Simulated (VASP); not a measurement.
# Rh (Im-3m) in VASP: further runs

The runs below take Rh through single point, with PBE.

Program: VASP 6.6.1. These are calculated values, not measurements. Logs are shortened: lines on timing, memory, paths and dates and some standing lists are left out, and cuts for length are marked.

## Step 1: Starting point

It takes space group Im-3m (No. 229, cubic). Conventional cell: a = 3.070 Å, b = 3.070 Å, c = 3.070 Å, α = 90.00°, β = 90.00°, γ = 90.00°. Rh (site symmetry m-3m) is surrounded by 8 Rh at 2.66 Å.

The cell was built by a generator and needn't be a form met in nature.

## Step 2: Single point, PBE

File INCAR:

```
SYSTEM = Rh
PREC = Accurate ; ENCUT = 520
EDIFF = 1E-6 ; ISMEAR = 0
SIGMA = 0.05 ; LREAL = .FALSE.
LASPH = .TRUE. ; NELM = 80
ALGO = Normal ; ISIF = 2
LWAVE = .FALSE. ; LCHARG = .FALSE.
GGA = PE ; NBANDS = 14
```

File KPOINTS:

```
regular mesh
0
G
  20 20 20
  0 0 0
```

File POSCAR:

```
Rh
1.0
   -1.5349773982      1.5349773982      1.5349773982
    1.5349773982     -1.5349773982      1.5349773982
    1.5349773982      1.5349773982     -1.5349773982
Rh
1
Direct
    0.0000000000      0.0000000000      0.0000000000
```

Potentials or basis: VASP PAW PBE potentials, release 64 (Rh_pv).

On the command line:

```
$ cat potpaw_PBE.64/Rh_pv/POTCAR > POTCAR
$ mpirun -np 1 vasp_std > vasp.out
```

OUTCAR:

```text
SYSTEM = Rh
   PREC = Accurate
   ENCUT = 520
   EDIFF = 1E-6
   ISMEAR = 0
   LREAL = .FALSE.
   LASPH = .TRUE.
   NELM = 80
   ISIF = 2
   GGA = PE

 ion  position               nearest neighbor table
   1  0.000  0.000  0.000-

  LATTYP: Found a body centered cubic cell.
 ALAT       =     3.0699547964

  Lattice vectors:

 A1 = (  -1.5349773982,   1.5349773982,   1.5349773982)
 A2 = (   1.5349773982,  -1.5349773982,   1.5349773982)
 A3 = (   1.5349773982,   1.5349773982,  -1.5349773982)

Analysis of symmetry for initial positions (statically):
=====================================================================
 Subroutine PRICEL returns:
 Original cell was already a primitive cell.

 Routine SETGRP: Setting up the symmetry group for a
 body centered cubic supercell.

 Subroutine GETGRP returns: Found 48 space group operations
 (whereof 48 operations were pure point group operations)
 out of a pool of 48 trial point group operations.

The static configuration has the point symmetry O_h .

Analysis of symmetry for dynamics (positions and initial velocities):
=====================================================================
 Subroutine PRICEL returns:
 Original cell was already a primitive cell.

 Routine SETGRP: Setting up the symmetry group for a
 body centered cubic supercell.

 Subroutine GETGRP returns: Found 48 space group operations
 (whereof 48 operations were pure point group operations)
 out of a pool of 48 trial point group operations.

The dynamic configuration has the point symmetry O_h .

 Subroutine INISYM returns: Found 48 space group operations
 (whereof 48 operations are pure point group operations),
 and found     1 'primitive' translations

----------------------------------------------------------------------------------------

                                     Primitive cell

  volume of cell :      14.4666

  direct lattice vectors                    reciprocal lattice vectors
    -1.534977398  1.534977398  1.534977398     0.000000000  0.325737695  0.325737695
     1.534977398 -1.534977398  1.534977398     0.325737695  0.000000000  0.325737695
     1.534977398  1.534977398 -1.534977398     0.325737695  0.325737695  0.000000000

  length of vectors
     2.658658842  2.658658842  2.658658842     0.460662666  0.460662666  0.460662666

  position of ions in fractional coordinates (direct lattice)
     0.000000000  0.000000000  0.000000000

  ion indices of the primitive-cell ions
   primitive index   ion index
                 1           1

----------------------------------------------------------------------------------------

 KPOINTS: regular mesh

Automatic generation of k-mesh.
 Grid dimensions read from file:
 generate k-points for:   20   20   20

 Generating k-lattice:

  Cartesian coordinates                     Fractional coordinates (reciprocal lattice)
     0.000000000  0.016286885  0.016286885     0.050000000  0.000000000  0.000000000
     0.016286885  0.000000000  0.016286885     0.000000000  0.050000000  0.000000000
     0.016286885  0.016286885  0.000000000     0.000000000  0.000000000  0.050000000

  Length of vectors
     0.023033133  0.023033133  0.023033133

  Shift w.r.t. Gamma in fractional coordinates (k-lattice)
     0.000000000  0.000000000  0.000000000

 Subroutine IBZKPT returns following result:
 ===========================================

 Found    256 irreducible k-points:

 Following reciprocal coordinates:
            Coordinates               Weight
  0.000000  0.000000  0.000000      1.000000
  0.050000  0.000000  0.000000     12.000000
  0.100000  0.000000  0.000000     12.000000
  0.150000  0.000000  0.000000     12.000000
  0.200000  0.000000  0.000000     12.000000
  0.250000  0.000000  0.000000     12.000000
[... 16 lines left out ...]
  0.200000  0.100000  0.000000     48.000000
  0.250000  0.100000  0.000000     48.000000
 [... further k-points ...]
   k-points           NKPTS =    256   k-points in BZ     NKDIM =    256   number of bands    NBANDS=     14
   number of dos      NEDOS =    301   number of ions     NIONS =      1
   total plane-waves  NPLWV =   8000
   dimension x,y,z NGX =    20 NGY =   20 NGZ =   20
   dimension x,y,z NGXF=    40 NGYF=   40 NGZF=   40
   ions per type =               1
   NGX,Y,Z   is equivalent  to a cutoff of  12.51, 12.51, 12.51 a.u.
   NGXF,Y,Z  is equivalent  to a cutoff of  25.01, 25.01, 25.01 a.u.
 SYSTEM =  Rh
   PREC   = accura    normal or accurate (medium, high low for compatibility)
   ISTART =      0    job   : 0-new  1-cont  2-samecut
   ICHARG =      2    charge: 1-file 2-atom 10-const
   ISPIN  =      1    spin polarized calculation?
   LNONCOLLINEAR =      F non collinear calculations
   LSORBIT =      F    spin-orbit coupling
   LASPH  =      T    aspherical Exc in radial PAW
   ENCUT  =  520.0 eV  38.22 Ry    6.18 a.u.   4.94  4.94  4.94*2*pi/ulx,y,z
   NELM   =     80;   NELMIN=  2; NELMDL= -5     # of ELM steps
   EDIFF  = 0.1E-05   stopping-criterion for ELM
   LREAL  =      F    real-space projection
   EDIFFG = 0.1E-04   stopping-criterion for IOM
   NSW    =      0    number of steps for IOM
   IBRION =     -1    ionic relax: 0-MD 1-quasi-New 2-CG
   NFREE  =      0    steps in history (QN), initial steepest desc. (CG)
   ISIF   =      2    stress and relaxation
   ISYM   =      2    0-nonsym 1-usesym 2-fastsym
   POTIM  = 0.5000    time-step for ionic-motion
   TEBEG  =    0.0;   TEEND  =   0.0 temperature during run
   PSTRESS=    0.0 pullay stress
   NELECT =      15.0000    total number of electrons
   NUPDOWN=      -1.0000    fix difference up-down
   EMIN   =  10.00;   EMAX   =-10.00  energy-range for DOS
   EFERMI =   0.00;   METHOD = LEGACY
   ISMEAR =     0;   SIGMA  =   0.05  broadening in eV -4-tet -1-fermi 0-gaus
   EFERMI_NEDOS =   21; number of points for ismear=-14 and -15
   IALGO  =     38    algorithm
   IMIX   =      4    mixing-type and parameters
     AMIX     =   0.40;   BMIX     =  1.00
     AMIX_MAG =   1.60;   BMIX_MAG =  1.00
  volume/ion in A,a.u.               =      14.47        97.63
  Fermi-wavevector in a.u.,A,eV,Ry     =   1.656977  3.131233 37.355806  2.745574
  Thomas-Fermi vector in A             =   2.744809
   LORBIT       =      0    0 simple, 1 ext, 2 COOP (PROOUT), +10 PAW based schemes
   GGA     = PE    functional components
   LHFCALC =     F    Hartree Fock is set to
   AEXX    =    0.0000 exact exchange contribution
   IVDW    =     0    specifies the selected vdW correction
   LEPSILON=     F    determine dielectric tensor
   LRPA    =     F    only Hartree local field effects (RPA)
 non-spin polarized calculation
 Gauss-broadening in eV      SIGMA  =   0.05
  energy-cutoff  :      520.00
  volume of cell :       14.47
 maximum number of plane-waves:       403
   NGX =  9   NGY =  9   NGZ =  9

 number of electron      15.0000005 magnetization

 Free energy of the ion-electron system (eV)
  ---------------------------------------------------
  ext. energy  EPLUGINS =         0.00000000
  ---------------------------------------------------
  free energy    TOTEN  =        -6.90784761 eV

  energy without entropy =       -6.90407404  energy(sigma->0) =       -6.90596083

 E-fermi :  10.8186     XC(G=0): -13.6861

 val. band max:       10.8183302047   @ k =   0.3500   0.2500   0.0500
 cond. band min:      10.8316470829   @ k =   0.3000   0.2500   0.0500
 fundamental gap:      0.0133168782
 Fermi energy:        10.8185754992

 k-point     1 :       0.0000    0.0000    0.0000
  band No.  band energies     occupation
      1     -35.1370      2.00000
      2     -35.1370      2.00000
      3     -35.1370      2.00000
      4       3.4161      2.00000
      5       8.0865      2.00000
      6       8.0865      2.00000
      7       8.0865      2.00000
      8      10.4168      2.00000
      9      10.4168      2.00000
     10      29.2695      0.00000
     11      29.2695      0.00000
     12      29.2695      0.00000
     13      31.9809      0.00000
     14      38.8860      0.00000

 k-point     2 :       0.0500    0.0000    0.0000
  band No.  band energies     occupation
      1     -35.1529      2.00000
      2     -35.1423      2.00000
      3     -35.1370      2.00000
      4       3.5182      2.00000
      5       8.0460      2.00000
      6       8.0863      2.00000
      7       8.1664      2.00000
      8      10.3655      2.00000
      9      10.4195      2.00000
     10      29.3045      0.00000
     11      29.3093      0.00000
     12      29.4127      0.00000
     13      31.9809      0.00000
     14      37.9197      0.00000

 k-point     3 :       0.1000    0.0000    0.0000
  band No.  band energies     occupation
      1     -35.1989      2.00000
      2     -35.1576      2.00000
      3     -35.1370      2.00000
      4       3.8149      2.00000
      5       7.9305      2.00000
      6       8.0817      2.00000
      7       8.4027      2.00000
      8      10.2377      2.00000
      9      10.4288      2.00000
     10      29.3198      0.00000
     11      29.3730      0.00000
     12      29.8320      0.00000
     13      31.9807      0.00000
     14      36.5640      0.00000

 k-point     4 :       0.1500    0.0000    0.0000
  band No.  band energies     occupation
      1     -35.2700      2.00000
      2     -35.1814      2.00000
      3     -35.1369      2.00000
      4       4.2720      2.00000
      5       7.7556      2.00000
      6       8.0709      2.00000
      7       8.7847      2.00000
      8      10.0989      2.00000
      9      10.4473      2.00000
     10      29.0584      0.00000
     11      29.2913      0.00000
     12      30.4981      0.00000
     13      31.9798      0.00000
     14      35.6594      0.00000

 k-point     5 :       0.2000    0.0000    0.0000
  band No.  band energies     occupation
      1     -35.3588      2.00000
      2     -35.2113      2.00000
      3     -35.1368      2.00000
      4       4.8116      2.00000
      5       7.5436      2.00000
      6       8.0950      2.00000
      7       9.2942      2.00000
      8      10.0183      2.00000
      9      10.4779      2.00000
     10      28.2348      0.00000
     11      28.8733      0.00000
[... 276 lines left out ...]
 k-point    22 :       0.1500    0.1000    0.0000
  band No.  band energies     occupation
      1     -35.3893      2.00000
      2     -35.2083      2.00000
      3     -35.1563      2.00000
      4       5.0652      2.00000
      5       7.5864      2.00000
      6       7.8074      2.00000
      7       9.6652      2.00000
      8       9.8945      2.00000
      9      10.5843      2.00000
     10      28.2263      0.00000
     11      28.7429      0.00000
     12      31.0336      0.00000
     13      31.9777      0.00000
     14      33.9232      0.00000

 k-point    23 :       0.2000    0.1000    0.0000
  band No.  band energies     occupation
      1     -35.4755      2.00000
      2     -35.2443      2.00000
      3     -35.1580      2.00000
      4       5.5392      2.00000
      5       7.3666      2.00000
      6       7.9029      2.00000
      7       9.8869      2.00000
      8      10.3383      2.00000
      9      10.6874      1.99979
     10      26.9036      0.00000
     11      27.9264      0.00000
     12      31.6957      0.00000
     13      31.9780      0.00000
     14      32.6594      0.00000

 k-point    24 :       0.2500    0.1000    0.0000
  band No.  band energies     occupation
      1     -35.5600      2.00000
      2     -35.2817      2.00000
      3     -35.1589      2.00000
      4       5.7715      2.00000
      5       7.1545      2.00000
      6       8.2987      2.00000
      7       9.9737      2.00000
      8      10.6826      1.99988
      9      11.2157      0.00000
     10      25.1767      0.00000
     11      27.1336      0.00000
     12      30.9756      0.00000
     13      31.9849      0.00000
     14      33.0312      0.00000

 [... further k-points ...]

------------------------ aborting loop because EDIFF is reached ----------------------------------------

  FORCE on cell =-STRESS in cart. coord.  units (eV):
  Direction    XX          YY          ZZ          XY          YZ          ZX
  --------------------------------------------------------------------------------------
  -------------------------------------------------------------------------------------
  Total       -0.0053643     -0.0053643     -0.0053643      0.0000000      0.0000000      0.0000000
  in kB       -0.5940969     -0.5940969     -0.5940969      0.0000000      0.0000000      0.0000000
  external PRESSURE =      -0.5940969 kB  Pullay stress =       0.0000000 kB

 VOLUME and BASIS-vectors are now :
 -----------------------------------------------------------------------------
  energy-cutoff  :      520.00
  volume of cell :       14.47
      direct lattice vectors                 reciprocal lattice vectors
    -1.534977398  1.534977398  1.534977398     0.000000000  0.325737695  0.325737695
     1.534977398 -1.534977398  1.534977398     0.325737695  0.000000000  0.325737695
     1.534977398  1.534977398 -1.534977398     0.325737695  0.325737695  0.000000000

 POSITION                                       TOTAL-FORCE (eV/Angst)
 -----------------------------------------------------------------------------------
      0.00000      0.00000      0.00000         0.000000      0.000000      0.000000
 -----------------------------------------------------------------------------------
    total drift:                                0.000000     -0.000000      0.000000

  FREE ENERGIE OF THE ION-ELECTRON SYSTEM (eV)
  ---------------------------------------------------
  free  energy   TOTEN  =        -6.9078476089 eV

  energy  without entropy=       -6.9040740424  energy(sigma->0) =       -6.90596083
```

Wall time 22 s (1 thread of Intel Xeon Platinum 8488C (Sapphire Rapids), shared host); peak memory 0.16 GiB.

Results:

```
Free energy            : -6.9078 eV
Pressure               : -0.1 GPa
Band gap on the k mesh : none (metal or under the smearing width)
```

## Step 3: Single point, PBE

This run uses another cell than the first one, of 15.00 Å³/atom, 1.037 times its volume.

File INCAR:

```
SYSTEM = Rh
ALGO = Normal
EDIFF = 1E-6
ENCUT = 520
GGA = PE
ISIF = 2
ISMEAR = 0
LASPH = .True.
LCHARG = .False.
LREAL = .False.
LWAVE = .False.
NBANDS = 14
NELM = 100
PREC = Accurate
SIGMA = 0.05
```

File KPOINTS:

```
k-points
0
Gamma
  20 20 20
  0 0 0
```

File POSCAR:

```
Rh
1.0
   -1.5537604475      1.5537604475      1.5537604475
    1.5537604475     -1.5537604475      1.5537604475
    1.5537604475      1.5537604475     -1.5537604475
Rh
1
Direct
    0.0000000000      0.0000000000      0.0000000000
```

Potentials or basis: VASP PAW PBE potentials, release 64 (Rh_pv).

On the command line:

```
$ cat potpaw_PBE.64/Rh_pv/POTCAR > POTCAR
$ mpirun -np 1 vasp_std > vasp.out
```

Wall time 20 s (1 thread of Intel Xeon Platinum 8488C (Sapphire Rapids), shared host); peak memory 0.16 GiB.

The run converged. Its results:

* Free energy: -6.8944 eV
* Pressure: -7.7 GPa
* Band gap on the k mesh: none (metal or under the smearing width)

Levels at points of the mesh, in eV from the Fermi level:
```tsv
k point	band 4	band 5	band 6	band 7	band 8	band 9	band 10	band 11
(0.00, 0.00, 0.00)	-7.15	-2.58	-2.58	-2.58	-0.37	-0.37	18.38	18.38
(0.50, 0.00, 0.00)	-5.24	-3.94	-0.44	-0.07	1.40	1.45	8.65	14.50
(0.50, 0.50, 0.50)	-5.19	-5.19	1.00	1.00	1.00	9.17	9.17	9.17
```
